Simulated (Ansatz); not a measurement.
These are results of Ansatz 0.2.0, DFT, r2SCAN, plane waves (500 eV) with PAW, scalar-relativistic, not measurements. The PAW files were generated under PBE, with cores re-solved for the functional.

An element in the fcc structure gives this curve. The cell is scaled uniformly from the relaxed one, with fractional coordinates and shape fixed. Energies are extrapolated to zero smearing, pressures are those at the given smearing. Magnetic state: spin not included.

```tsv
V (Å³/atom)	E − E₀ (meV/atom)	P (GPa)
25.004	81.0	9.05
26.140	31.8	5.28
27.277	6.4	2.29
28.413	0.1	-0.08
29.550	8.8	-1.96
30.687	29.3	-3.45
31.823	59.1	-4.62
```

(1) Which element is it?
A. indium
B. thallium
C. tellurium
D. cerium

Answers

(1) C. Its fit is V₀ = 28.28 Å³/atom, B₀ = 54 GPa, B₀′ = 4.8.
